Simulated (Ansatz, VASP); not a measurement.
# InBi in two plane-wave programs

Wanted: the spread between two codes on one cell, functional and k mesh.

Main program and level: Ansatz 0.2.0; plane waves, with VASP 6.6.1 beside it; relaxation of cell and atoms at BLYP with D3(BJ).

## Step 1: Set-up

Symmetry: P4/nmm, No. 129, tetragonal system. The conventional cell has a = 5.005 Å, b = 5.005 Å, c = 4.771 Å, α = 90.00°, β = 90.00°, γ = 90.00°. Nearest to In lie 4 Bi at 3.13 Å. Nearest to Bi lie 4 In at 3.13 Å. Farther neighbours are not listed.

## Step 2: Ansatz: relaxation of cell and atoms, BLYP with D3(BJ)

Ansatz runs on its default PAW (the set named soft_2) files.

The relaxed volume is the usual yardstick between codes: its relative difference is about their pressure difference at one cell divided by the bulk modulus.

The input, input.yaml:

```yaml
crystal:
  lattice:
    - [5.005, 0.0, 0.0]
    - [0.0, 5.005, 0.0]
    - [0.0, 0.0, 4.771]
  atoms:
    - { symbol: In, position: [0.0, 0.0, 0.0] }
    - { symbol: In, position: [0.5, 0.5, 0.0] }
    - { symbol: Bi, position: [0.0, 0.5, 0.393] }
    - { symbol: Bi, position: [0.5, 0.0, 0.607] }
hamiltonian:
  xc: blyp
  pseudopotentials: { kind: paw }
  dispersion: d3bj
kpoints:
  mp_grid: { grid: [5, 5, 5] }
scf:
  occupations: { method: fermi_dirac, width: 0.05 }
relax:
  f_tol: 0.01
  max_steps: 60
  cell: { stress_tol: 0.05 }
output:
  forces: true
  stress: true
  write_density: true
  write_potential: true
  elf: true
  volumetric_format: npy
```

On the command line:

```bash
$ ansatz run input.yaml --threads 4 --pin off --max-ram 9216MiB --backend cpu --events-out ev --progress --plain --runs-dir out
```

Numbers of over 12 decimals in the logs are rounded to 6 here.

Output:

```text
Engine: ansatz 0.2.0, aarch64-unknown-linux-gnu
Pseudopotentials: kind: paw
Pseudopotential: In, paw, valence charge 13, recommended cutoff 420 eV (normal), In.paw.azcp
Pseudopotential: Bi, paw, valence charge 15, recommended cutoff 420 eV (normal), Bi.paw.azcp
Functional definition: BLYP
  parameter beta = 0.0042
  parameter a = 0.04918
  parameter b = 0.132
  parameter c = 0.2533
  parameter d = 0.349
  exchange = b88_x(beta = beta)
  correlation = lyp_c(a = a, b = b, c = c, d = d)
Crystal: 4 atoms, lattice volume = 119.514 Å³
Basis set: ecut = 420 eV, 2363 PW (Γ), exchange–correlation on 72×72×64 points (8 copies of the dense FFT grid, shifted against one another)
Bands: 34, of which v1, the nominal top of the filled ones, is band 28 counted from 1 (27 counted from 0)
Symmetry: 16 space group operations
Space group: P4/nmm (ITA 129), of the structure as read, at distance tolerance 4.9e-5 Å
k-points: 18 of 125
Non-local potential: In, projectors of the file, l = 0: 2, l = 1: 2, l = 2: 2, l = 3: 2
Non-local potential: Bi, projectors of the file, l = 0: 2, l = 1: 2, l = 2: 2, l = 3: 2
PAW form: soft (Blöchl's): semilocal exchange-correlation on the pseudo side does not see the compensation charge
PAW frozen core: In, regenerated for the run's functional, and the local potential with it (the file was generated under x = pbe(κ = 0.804, μ = 0.219515), c = pbe(β = 0.066725))
PAW frozen core: Bi, regenerated for the run's functional, and the local potential with it (the file was generated under x = pbe(κ = 0.804, μ = 0.219515), c = pbe(β = 0.066725))
PAW one-centre angular grid: In, 590 points (default); XC on 64 Gauss nodes
PAW one-centre angular grid: Bi, 590 points (default); XC on 64 Gauss nodes
Initial density: superposition of atomic densities (neutral atoms: chi_scale 0, normalization atom), corrected by the library's trained network
Initial wavefunctions: pseudopotential atomic-orbital guess
Functional: x = b88, c = lyp
SCF iter   1: F=—  HF=-36081.932625 eV  |F-HF|=—  |Δ(HF+E_count)|=         —  Δρ=5.97e-3  dr2=3.70e-2  ethr=1.77e-3  ⟨swp⟩=7.7  Hψ=2863  notcnv=0
preconditioner: auto → Resta (q_TF=auto, 2.404 Å⁻¹)  ε∞=3.1  [insulator: Δε(μ)=0.498 eV  Ē_g=17.497 eV  σ=0.050 eV  W_gap=0.90  n_scr=26 (ndim 8)  ℏωp=25.4 eV  f_vac=0.000  D(μ)=0.88/eV (n_scr^D=0)  ε∞_Penn≈3.1]
SCF iter   2: F=—  HF=-36081.930292 eV  |F-HF|=—  |Δ(HF+E_count)|=   2.33e-3  Δρ=3.31e-3  dr2=1.20e-2  ethr=6.61e-5  ⟨swp⟩=1.6  Hψ=780  notcnv=0  defer=6
SCF iter   3: F=—  HF=-36081.930605 eV  |F-HF|=—  |Δ(HF+E_count)|=   3.14e-4  Δρ=5.21e-4  dr2=3.69e-4  ethr=2.14e-5  ⟨swp⟩=2.0  Hψ=740  notcnv=0  defer=6
SCF iter   4: F=—  HF=-36081.930694 eV  |F-HF|=—  |Δ(HF+E_count)|=   8.84e-5  Δρ=1.31e-4  dr2=2.01e-5  ethr=6.59e-7  ⟨swp⟩=3.0  Hψ=1124  notcnv=0  defer=6
SCF iter   5: F=—  HF=-36081.930696 eV  |F-HF|=—  |Δ(HF+E_count)|=   2.50e-6  Δρ=2.63e-5  dr2=7.87e-7  ethr=3.58e-8  ⟨swp⟩=2.0  Hψ=739  notcnv=0  defer=6
SCF iter   6: F=-36081.930698 eV  HF=-36081.930698 eV  |F-HF|=4.36e-8  |Δ(HF+E_count)|=   1.62e-6  Δρ=6.99e-6  dr2=6.30e-8  ethr=1.79e-10  ⟨swp⟩=10.1  Hψ=4791  notcnv=0
SCF 1 converged in 6 iterations: F = -36081.930698 eV  dr2 = 6.30e-8
  Residual-converged pass: ⟨swp⟩=1.0  Hψ=684  notcnv=0  max |occ|·‖R‖ = 7.0e-9 eV (tolerance 1.0e-8 eV)  dr2=6.30e-8  dr2_onsite=5.24e-9  max |Δocc| = 2.0e-11
  greatest PAW one-centre occupation: 0.988 electrons in one spin orbital (limit 2), on the Bi atom at site 3 (counted from 0), in its partial waves of l = 2
relax step   1: F+E_penalty+E_count = -36081.93069785 eV  Δ(F+E_penalty+E_count) = +0.000e0 eV  max|allowed force component| = 1.125e-1 eV/Å  Δτ_max = 0.0000 Å  P = +0.158 GPa  Ω = 119.514 Å³  (6 SCF iters, dr2 threshold 1.00e-7 eV, accepted)
[...]
relax step   2: F+E_penalty+E_count = -36081.93951481 eV  Δ(F+E_penalty+E_count) = -8.817e-3 eV  max|allowed force component| = 4.667e-2 eV/Å  Δτ_max = 0.0317 Å  P = -0.138 GPa  Ω = 119.786 Å³  energy of the carried Pulay correction = -5.688e-5 eV  (5 SCF iters, dr2 threshold 4.00e-7 eV, accepted)
[...]
relax step   3: F+E_penalty+E_count = -36081.94053040 eV  Δ(F+E_penalty+E_count) = -1.016e-3 eV  max|allowed force component| = 1.728e-2 eV/Å  Δτ_max = 0.0086 Å  P = +0.029 GPa  Ω = 119.526 Å³  energy of the carried Pulay correction = -2.646e-6 eV  (4 SCF iters, dr2 threshold 1.36e-7 eV, accepted)
[...]
relax step   4: F+E_penalty+E_count = -36081.94056326 eV  Δ(F+E_penalty+E_count) = -3.286e-5 eV  max|allowed force component| = 6.892e-3 eV/Å  Δτ_max = 0.0080 Å  P = -0.124 GPa  Ω = 120.103 Å³  energy of the carried Pulay correction = -1.226e-4 eV  (5 SCF iters, dr2 threshold 2.18e-8 eV, accepted)
[...]
relax step   5: F+E_penalty+E_count = -36081.94077300 eV  Δ(F+E_penalty+E_count) = -2.097e-4 eV  max|allowed force component| = 2.683e-4 eV/Å  Δτ_max = 0.0008 Å  P = +0.000 GPa  Ω = 119.795 Å³  energy of the carried Pulay correction = -5.871e-5 eV  (4 SCF iters, dr2 threshold 5.04e-8 eV, accepted)
[...]
relax step   6: F+E_penalty+E_count = -36081.94082834 eV  Δ(F+E_penalty+E_count) = -5.534e-5 eV  max|allowed force component| = 2.441e-4 eV/Å  Δτ_max = 0.0000 Å  P = -0.001 GPa  Ω = 119.795 Å³  stress off target by 1.28e-3 GPa  SCF on the basis re-selected at this cell (its energy is not comparable with the rows above)  (5 SCF iters)
basis re-selected at this cell: Δ(F+E_penalty+E_count) = -5.534e-5 eV, ΔP = -0.001 GPa vs the last step (what re-selecting the basis moved, of the pressure what is left beyond the Pulay correction that the steps carried, after the strain that the cell walked since its last selection, with what the two solves' SCF thresholds leave and, on support functions, any second-order correction that the steps lacked; it is no measure of the basis error at this ecutwfc). The dense FFT grid was sized anew with the basis: this SCF ran on 36×36×36 points, the steps before it on 36×36×32, so part of this shift can come from that change (see relax.cell in the input reference). [rest of the remark cut]
SCF converged after 5 iterations
Free energy (F): -36081.940828 eV
Harris-Foulkes:  -36081.940828 eV  (|F-HF|=7.28e-12)
Internal energy: -36081.933046 eV  (E = F + TS)
E sigma→0 (E₀):  -36081.936937 eV
Entropy (-TS):   -0.007782 eV (-1.945 meV/atom)
Fermi energy:    10.440423 eV
--- Per-component energies (eV) ---
  E_band       = -222.140938
  E_kinetic    = 1092.400637
  E_local      = -5163.504891  (includes V_loc(G=0)·N_el)
  E_nonlocal   = 1839.989730
  E_hartree    = 1822.720907
  E_xc         = -726.664058
  E_vxc        = -480.463609  (∫ρ·V_xc dr)
  E_paw        = -29726.462505  (= ΣΔE_a)
  E_vpaw       = -1156.003611  (= ΣTr[D̂ρ^β])
  E_aug_tail   = -0.000965  (compensation charges beyond the density's cutoff)
  E_ewald      = -5215.956371
  E_disp       = -3.907500  (pairwise vdW)
  E_core_change = -0.548029  (= ΣΔE_core)
  E_smearing   = -0.007782  (= −TS)
  E_closure    = 0.000000  (closes the sum)
  Σ components = -36081.940828   (vs F -36081.940828, Δ=0.00e0)
--- Forces (eV/Å), atoms counted from 1 ---
  atom   1  In     0.00000000     0.00000000     0.00000000
  atom   2  In     0.00000000     0.00000000    -0.00000000
  atom   3  Bi     0.00000000     0.00000000     0.00024413
  atom   4  Bi     0.00000000     0.00000000    -0.00024413
  max |Σ_I F_I| component: 0.00e0 eV/Å
--- Stress (GPa, compression-positive) ---
       -0.001280       0.000000       0.000000
        0.000000      -0.001280       0.000000
        0.000000       0.000000       0.000102
  P = ⅓ Tr σ = -0.0008 GPa (-0.008 kbar)
--- Band table (eV; the first three rows and the last of 18) ---
  k-point 0: bands = [... 24 lower, 7.4122, 7.8256, 8.5849, 11.4018, 11.7331, 11.7331, 13.8032, 13.8032, ... 2 higher]
  k-point 1: bands = [... 24 lower, 7.6991, 7.9431, 9.8506, 10.9038, 11.2409, 11.2409, 13.0955, 13.5800, ... 2 higher]
  k-point 2: bands = [... 24 lower, 8.4802, 8.4802, 9.8835, 9.9888, 9.9888, 12.0154, 12.5041, 14.0057, ... 2 higher]
  k-point 17: bands = [... 24 lower, 6.7484, 7.1804, 7.6240, 8.3094, 13.5605, 14.2784, 15.4683, 15.5782, ... 2 higher]
--- Relaxed structure (5 steps of the walk, 5 accepted, 1 SCFs on fresh bases) ---
  F+E_penalty+E_count = -36081.94082834 eV   max|allowed force component| = 2.441e-4 eV/Å   (the final SCF, on the basis selected at the relaxed cell)
  cell:  # Å, volume = 119.7952 Å³
    - [4.958249, 0.0, 0.0]
    - [0.0, 4.958249, 0.0]
    - [0.0, 0.0, 4.872845]
  atoms:
    - { symbol: In, position: [0, 0, -2.7269809410660357e-19] }
    - { symbol: In, position: [0.5, 0.5, -2.7269809410660357e-19] }
    - { symbol: Bi, position: [0, 0.5, 0.395994] }
    - { symbol: Bi, position: [0.5, 0, 0.604006] }
```

Wall time 6.5 s (4 threads of Arm Neoverse V2, shared host); peak memory 0.49 GiB; 24 s of CPU time.

## Step 3: VASP: relaxation of cell and atoms, BLYP with D3(BJ)

The same cell, functional (in two slightly different forms), mesh and smearing now go to VASP, with its own data sets and cutoff.

Lines of VASP's logs that name or quote its potential files are left out, and so is its time.

The input, INCAR:

```
SYSTEM = InBi
PREC = Accurate
ENCUT = 520
EDIFF = 1E-06
NELM = 100
ISMEAR = -1
SIGMA = 0.05
LREAL = .FALSE.
ALGO = Normal
GGA = B5
ALDAX = 1
AGGAX = 1
AGGAC = 1
ALDAC = 0
IVDW = 12
VDW_S6 = 1
VDW_S8 = 2.6996
VDW_A1 = 0.4298
VDW_A2 = 4.2359
NBANDS = 34
LORBIT = 11
LWAVE = .FALSE.
LCHARG = .FALSE.
KPAR = 4
IBRION = 2
NSW = 60
ISIF = 3
EDIFFG = -0.01
```

The input, POSCAR:

```
InBi
1.0
    5.0050000000      0.0000000000      0.0000000000
    0.0000000000      5.0050000000      0.0000000000
    0.0000000000      0.0000000000      4.7710000000
In Bi
2 2
Direct
    0.0000000000      0.0000000000      0.0000000000
    0.5000000000      0.5000000000      0.0000000000
    0.0000000000      0.5000000000      0.3930000000
    0.5000000000      0.0000000000      0.6070000000
```

The input, KPOINTS:

```
Automatic mesh
0
Gamma
5 5 5
0 0 0
```

The projector-augmented-wave data sets are In_d and Bi_d (PBE family, release 64).

On the command line:

```bash
$ mpirun -np 4 vasp_std
```

Output:

```text
[banner, memory and clock lines left out]
running    4 mpi-ranks, on    1 nodes
 distrk:  each k-point on    1 cores,    4 groups
 distr:  one band on    1 cores,    1 groups

 POSCAR found type information on POSCAR InBi
 POSCAR found :  2 types and       4 ions
|                                                                             |
|               ----> ADVICE to this user running VASP <----                  |
|                                                                             |
|     You enforced a specific xc type in the INCAR file but a different       |
|     [... a line on the potential file left out ...]
|     I HOPE YOU KNOW WHAT YOU ARE DOING!                                     |
|                                                                             |

 LDA part: xc-table for (Slater(with rela. corr.)+VWN5), standard interpolation
 POSCAR, INCAR and KPOINTS ok, starting setup
 FFT: planning ... GRIDC
 FFT: planning ... GRID_SOFT
 FFT: planning ... GRID
 WAVECAR not read
 entering main loop
       N       E                     dE             d eps       ncg     rms          rms(c)
DAV:   1     0.610587939604E+03    0.61059E+03   -0.28652E+04  1224   0.213E+03
DAV:   2     0.568929641761E+02   -0.55369E+03   -0.54796E+03  1224   0.534E+02
DAV:   3    -0.695621670559E+01   -0.63849E+02   -0.63252E+02  1418   0.208E+02
DAV:   4    -0.990832711424E+01   -0.29521E+01   -0.29439E+01  1442   0.477E+01
DAV:   5    -0.100597370485E+02   -0.15141E+00   -0.15138E+00  1984   0.948E+00    0.353E+00
DAV:   6    -0.997254890024E+01    0.87188E-01   -0.20354E-01  1474   0.578E+00    0.169E+00
DAV:   7    -0.995905933464E+01    0.13490E-01   -0.82198E-02  1602   0.309E+00    0.388E-01
DAV:   8    -0.995951458336E+01   -0.45525E-03   -0.84002E-03  1560   0.933E-01    0.149E-01
DAV:   9    -0.995980510777E+01   -0.29052E-03   -0.76844E-04  1832   0.207E-01    0.536E-02
DAV:  10    -0.995980850460E+01   -0.33968E-05   -0.57910E-05  1438   0.691E-02    0.160E-02
DAV:  11    -0.995981024638E+01   -0.17418E-05   -0.81897E-06  1214   0.193E-02    0.555E-03
DAV:  12    -0.995980903129E+01    0.12151E-05   -0.15757E-06   812   0.141E-02    0.170E-03
DAV:  13    -0.995980924339E+01   -0.21210E-06   -0.49113E-07   712   0.835E-03
   1 F= -.13877771E+02 E0= -.13873473E+02  d E =-.138778E+02
[...]
2 F= -.13883712E+02 E0= -.13879489E+02  d E =-.594086E-02
[...]
3 F= -.13885855E+02 E0= -.13881725E+02  d E =-.808356E-02
[...]
4 F= -.13888033E+02 E0= -.13884112E+02  d E =-.217773E-02
[...]
5 F= -.13888035E+02 E0= -.13884125E+02  d E =-.218062E-02
 curvature:  -0.83 expect dE=-0.562E-04 dE for cont linesearch -0.740E-06
 ZBRENT: accuracy reached
 trial: gam= 0.07181 g(F)=  0.600E-05 g(S)=  0.614E-04 ort = 0.663E-04 (trialstep = 0.120E+01)
 search vector abs. value=  0.102E-03
 bond charge predicted
       N       E                     dE             d eps       ncg     rms          rms(c)
DAV:   1    -0.998734393176E+01   -0.39330E-02   -0.37099E-02  1468   0.170E+00    0.157E-01
DAV:   2    -0.998679244074E+01    0.55149E-03   -0.18651E-03  1494   0.551E-01    0.828E-02
DAV:   3    -0.998657491345E+01    0.21753E-03   -0.58630E-04  1618   0.300E-01    0.202E-02
DAV:   4    -0.998657003012E+01    0.48833E-05   -0.10792E-04  1434   0.102E-01    0.880E-03
DAV:   5    -0.998656876494E+01    0.12652E-05   -0.50412E-06  1386   0.194E-02    0.515E-03
DAV:   6    -0.998656874171E+01    0.23233E-07   -0.83501E-07   678   0.987E-03
   6 F= -.13888020E+02 E0= -.13884135E+02  d E =0.154136E-04
 trial-energy change:    0.000015  1 .order   -0.000049   -0.000086   -0.000011
 step:   1.3786(harm=  1.3786)  dis= 0.00080  next Energy=   -13.888085 (dE=-0.497E-04)
 reached required accuracy - stopping structural energy minimisation
```

(Continued in part 2 of 2.)

[Lines on the potential files, build, host, timing and source positions are cut from VASP's logs without a mark.]

[Logs are printed without paths, hosts, clocks, repeated set-up lines and the standing remarks that a program may print on its own settings, such as how far it seeks lower states.]

[Hosts, paths, dates, database ids (printed as entryN), source tags and the programs' standing remarks are cut or masked in the printed files.]
